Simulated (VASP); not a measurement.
# BeS (F-43m) in VASP: notebook, part 2 of 2

VASP 6.6.1.

### Step 3. Single point, PBE (S replaced by Se, lengths x 1.045, strained and moved within the space group)

Input file INCAR:

```
PREC = Accurate
ENCUT = 520
EDIFF = 1E-7
ISMEAR = 0
SIGMA = 0.02
LREAL = F
LASPH = T
NELM = 100
ALGO = Normal
ISIF = 2
LWAVE = F
LCHARG = T
GGA = PE
LELF = T
LVHAR = T
NBANDS = 11
```

Input file KPOINTS:

```
Automatic mesh
0
Gamma
  8 8 8
```

Input file POSCAR:

```
BeSe
1.0
    0.0000000000      2.5356342910      2.5356342910
    2.5356342910      0.0000000000      2.5356342910
    2.5356342910      2.5356342910      0.0000000000
Be Se
1 1
Direct
    0.0000000000      0.0000000000      0.0000000000
    0.7500000000      0.7500000000      0.7500000000
```

Potentials or basis: VASP PAW PBE potentials, release 64 (Be, Se).

On the command line:

```sh
cat potpaw_PBE.64/Be/POTCAR potpaw_PBE.64/Se/POTCAR > POTCAR
mpirun -np 1 vasp_std > vasp.out
```

OUTCAR:

```text
PREC = Accurate
   ENCUT = 520
   EDIFF = 1E-7
   ISMEAR = 0
   LREAL = F
   LASPH = T
   NELM = 100
   ISIF = 2
   GGA = PE

 ion  position               nearest neighbor table
   1  0.000  0.000  0.000-   2 2.20   2 2.20   2 2.20   2 2.20
   2  0.750  0.750  0.750-   1 2.20   1 2.20   1 2.20   1 2.20

  LATTYP: Found a face centered cubic cell.
 ALAT       =     5.0712685820

  Lattice vectors:

 A1 = (   0.0000000000,   2.5356342910,   2.5356342910)
 A2 = (   2.5356342910,   0.0000000000,   2.5356342910)
 A3 = (   2.5356342910,   2.5356342910,   0.0000000000)

Analysis of symmetry for initial positions (statically):
=====================================================================
 Subroutine PRICEL returns:
 Original cell was already a primitive cell.

 Routine SETGRP: Setting up the symmetry group for a
 face centered cubic supercell.

 Subroutine GETGRP returns: Found 24 space group operations
 (whereof 24 operations were pure point group operations)
 out of a pool of 48 trial point group operations.

The static configuration has the point symmetry T_d .

Analysis of symmetry for dynamics (positions and initial velocities):
=====================================================================
 Subroutine PRICEL returns:
 Original cell was already a primitive cell.

 Routine SETGRP: Setting up the symmetry group for a
 face centered cubic supercell.

 Subroutine GETGRP returns: Found 24 space group operations
 (whereof 24 operations were pure point group operations)
 out of a pool of 48 trial point group operations.

The dynamic configuration has the point symmetry T_d .

 Subroutine INISYM returns: Found 24 space group operations
 (whereof 24 operations are pure point group operations),
 and found     1 'primitive' translations

----------------------------------------------------------------------------------------

                                     Primitive cell

  volume of cell :      32.6054

  direct lattice vectors                    reciprocal lattice vectors
     0.000000000  2.535634291  2.535634291    -0.197189319  0.197189319  0.197189319
     2.535634291  0.000000000  2.535634291     0.197189319 -0.197189319  0.197189319
     2.535634291  2.535634291  0.000000000     0.197189319  0.197189319 -0.197189319

  length of vectors
     3.585928404  3.585928404  3.585928404     0.341541920  0.341541920  0.341541920

  position of ions in fractional coordinates (direct lattice)
     0.000000000  0.000000000  0.000000000
     0.750000000  0.750000000  0.750000000

  ion indices of the primitive-cell ions
   primitive index   ion index
                 1           1
                 2           2

----------------------------------------------------------------------------------------

 KPOINTS: Automatic mesh

Automatic generation of k-mesh.
 Grid dimensions read from file:
 generate k-points for:    8    8    8

 Generating k-lattice:

  Cartesian coordinates                     Fractional coordinates (reciprocal lattice)
    -0.024648665  0.024648665  0.024648665     0.125000000  0.000000000  0.000000000
     0.024648665 -0.024648665  0.024648665     0.000000000  0.125000000  0.000000000
     0.024648665  0.024648665 -0.024648665     0.000000000  0.000000000  0.125000000

  Length of vectors
     0.042692740  0.042692740  0.042692740

  Shift w.r.t. Gamma in fractional coordinates (k-lattice)
     0.000000000  0.000000000  0.000000000

 Subroutine IBZKPT returns following result:
 ===========================================

 Found     29 irreducible k-points:

 Following reciprocal coordinates:
            Coordinates               Weight
  0.000000  0.000000  0.000000      1.000000
  0.125000  0.000000  0.000000      8.000000
  0.250000  0.000000  0.000000      8.000000
  0.375000  0.000000  0.000000      8.000000
  0.500000  0.000000  0.000000      4.000000
  0.125000  0.125000  0.000000      6.000000
[... 16 lines left out ...]
  0.500000  0.250000  0.125000     48.000000
 -0.375000  0.250000  0.125000     24.000000
 [... further k-points ...]
   k-points           NKPTS =     29   k-points in BZ     NKDIM =     29   number of bands    NBANDS=     11
   number of dos      NEDOS =    301   number of ions     NIONS =      2
   total plane-waves  NPLWV =  21952
   dimension x,y,z NGX =    28 NGY =   28 NGZ =   28
   dimension x,y,z NGXF=    56 NGYF=   56 NGZF=   56
   ions per type =               1   1
   NGX,Y,Z   is equivalent  to a cutoff of  12.98, 12.98, 12.98 a.u.
   NGXF,Y,Z  is equivalent  to a cutoff of  25.96, 25.96, 25.96 a.u.
 SYSTEM =  unknown system
   PREC   = accura    normal or accurate (medium, high low for compatibility)
   ISTART =      0    job   : 0-new  1-cont  2-samecut
   ICHARG =      2    charge: 1-file 2-atom 10-const
   ISPIN  =      1    spin polarized calculation?
   LNONCOLLINEAR =      F non collinear calculations
   LSORBIT =      F    spin-orbit coupling
   LASPH  =      T    aspherical Exc in radial PAW
   ENCUT  =  520.0 eV  38.22 Ry    6.18 a.u.   6.67  6.67  6.67*2*pi/ulx,y,z
   NELM   =    100;   NELMIN=  2; NELMDL= -5     # of ELM steps
   EDIFF  = 0.1E-06   stopping-criterion for ELM
   LREAL  =      F    real-space projection
   EDIFFG = 0.1E-05   stopping-criterion for IOM
   NSW    =      0    number of steps for IOM
   IBRION =     -1    ionic relax: 0-MD 1-quasi-New 2-CG
   NFREE  =      0    steps in history (QN), initial steepest desc. (CG)
   ISIF   =      2    stress and relaxation
   ISYM   =      2    0-nonsym 1-usesym 2-fastsym
   POTIM  = 0.5000    time-step for ionic-motion
   TEBEG  =    0.0;   TEEND  =   0.0 temperature during run
   PSTRESS=    0.0 pullay stress
   NELECT =       8.0000    total number of electrons
   NUPDOWN=      -1.0000    fix difference up-down
   EMIN   =  10.00;   EMAX   =-10.00  energy-range for DOS
   EFERMI =   0.00;   METHOD = LEGACY
   ISMEAR =     0;   SIGMA  =   0.02  broadening in eV -4-tet -1-fermi 0-gaus
   EFERMI_NEDOS =   21; number of points for ismear=-14 and -15
   IALGO  =     38    algorithm
   IMIX   =      4    mixing-type and parameters
     AMIX     =   0.40;   BMIX     =  1.00
     AMIX_MAG =   1.60;   BMIX_MAG =  1.00
  volume/ion in A,a.u.               =      16.30       110.02
  Fermi-wavevector in a.u.,A,eV,Ry     =   1.024884  1.936751 14.291397  1.050388
  Thomas-Fermi vector in A             =   2.158695
   LORBIT       =      0    0 simple, 1 ext, 2 COOP (PROOUT), +10 PAW based schemes
   GGA     = PE    functional components
   LHFCALC =     F    Hartree Fock is set to
   AEXX    =    0.0000 exact exchange contribution
   IVDW    =     0    specifies the selected vdW correction
   LEPSILON=     F    determine dielectric tensor
   LRPA    =     F    only Hartree local field effects (RPA)
 non-spin polarized calculation
 Gauss-broadening in eV      SIGMA  =   0.02
  energy-cutoff  :      520.00
  volume of cell :       32.61
 maximum number of plane-waves:       893
   NGX = 13   NGY = 13   NGZ = 13

 number of electron       8.0000001 magnetization

 Free energy of the ion-electron system (eV)
  ---------------------------------------------------
  ext. energy  EPLUGINS =         0.00000000
  ---------------------------------------------------
  free energy    TOTEN  =        -8.82355407 eV

  energy without entropy =       -8.82355407  energy(sigma->0) =       -8.82355407

 E-fermi :   3.9366     XC(G=0):  -9.6056

 val. band max:        3.7748779224   @ k =   0.0000   0.0000   0.0000
 cond. band min:       6.2990053328   @ k =   0.5000   0.5000   0.0000
 fundamental gap:      2.5241274104
 Fermi energy:         3.9366172018

 k-point     1 :       0.0000    0.0000    0.0000
  band No.  band energies     occupation
      1     -10.3103      2.00000
      2       3.7749      2.00000
      3       3.7749      2.00000
      4       3.7749      2.00000
      5       8.4633      0.00000
      6       8.7737      0.00000
      7       8.7737      0.00000
      8       8.7737      0.00000
      9      16.0340      0.00000
     10      16.4135      0.00000
     11      16.4135      0.00000
[... 309 lines left out ...]
 k-point    24 :      -0.3750    0.2500    0.1250
  band No.  band energies     occupation
      1      -8.6032      2.00000
      2      -1.6976      2.00000
      3       0.7703      2.00000
      4       1.7859      2.00000
      5       9.2637      0.00000
      6       9.5899      0.00000
      7      12.2995      0.00000
      8      13.6671      0.00000
      9      14.2951      0.00000
     10      18.5511      0.00000
     11      18.7385      0.00000

 [... further k-points ...]

------------------------ aborting loop because EDIFF is reached ----------------------------------------

  FORCE on cell =-STRESS in cart. coord.  units (eV):
  Direction    XX          YY          ZZ          XY          YZ          ZX
  --------------------------------------------------------------------------------------
  -------------------------------------------------------------------------------------
  Total        1.1235444      1.1235444      1.1235444     -0.0000000      0.0000000      0.0000000
  in kB       55.2091409     55.2091409     55.2091409     -0.0000000      0.0000000      0.0000000
  external PRESSURE =      55.2091409 kB  Pullay stress =       0.0000000 kB

 VOLUME and BASIS-vectors are now :
 -----------------------------------------------------------------------------
  energy-cutoff  :      520.00
  volume of cell :       32.61
      direct lattice vectors                 reciprocal lattice vectors
     0.000000000  2.535634291  2.535634291    -0.197189319  0.197189319  0.197189319
     2.535634291  0.000000000  2.535634291     0.197189319 -0.197189319  0.197189319
     2.535634291  2.535634291  0.000000000     0.197189319  0.197189319 -0.197189319

 POSITION                                       TOTAL-FORCE (eV/Angst)
 -----------------------------------------------------------------------------------
      0.00000      0.00000      0.00000        -0.000000     -0.000000     -0.000000
      3.80345      3.80345      3.80345         0.000000      0.000000      0.000000
 -----------------------------------------------------------------------------------
    total drift:                               -0.000000     -0.000000     -0.000000

  FREE ENERGIE OF THE ION-ELECTRON SYSTEM (eV)
  ---------------------------------------------------
  free  energy   TOTEN  =        -8.8235540732 eV

  energy  without entropy=       -8.8235540732  energy(sigma->0) =       -8.82355407
```

stdout:

```text
POSCAR found type information on POSCAR BeSe
 POSCAR found :  2 types and       2 ions
 scaLAPACK will be used
 LDA part: xc-table for (Slater+PW92), standard interpolation
 POSCAR, INCAR and KPOINTS ok, starting setup
 FFT: planning ... GRIDC
 FFT: planning ... GRID_SOFT
 FFT: planning ... GRID
 WAVECAR not read
 entering main loop
```

It took 5.7 s on 1 thread of Intel Xeon 6975P-C (Granite Rapids), shared host; peak memory 0.15 GiB.

Results:

```
Free energy            : -8.8236 eV
Pressure               : 5.5 GPa
Band gap on the k mesh : 2.52 eV, indirect (least direct gap 4.69 eV)
```

Levels at points of the mesh, in eV from the valence-band top:
| k point | band 1 | band 2 | band 3 | band 4 | band 5 | band 6 | band 7 | band 8 |
| --- | --- | --- | --- | --- | --- | --- | --- | --- |
| (0.00, 0.00, 0.00) | -14.09 | 0.00 | 0.00 | 0.00 | 4.69 | 5.00 | 5.00 | 5.00 |
| (0.50, 0.00, 0.00) | -12.63 | -5.99 | -1.14 | -1.14 | 4.48 | 5.97 | 5.97 | 10.12 |
| (0.50, 0.50, 0.00) | -12.13 | -5.31 | -2.81 | -2.81 | 2.52 | 4.17 | 12.06 | 12.06 |

A k mesh can miss the band edges.
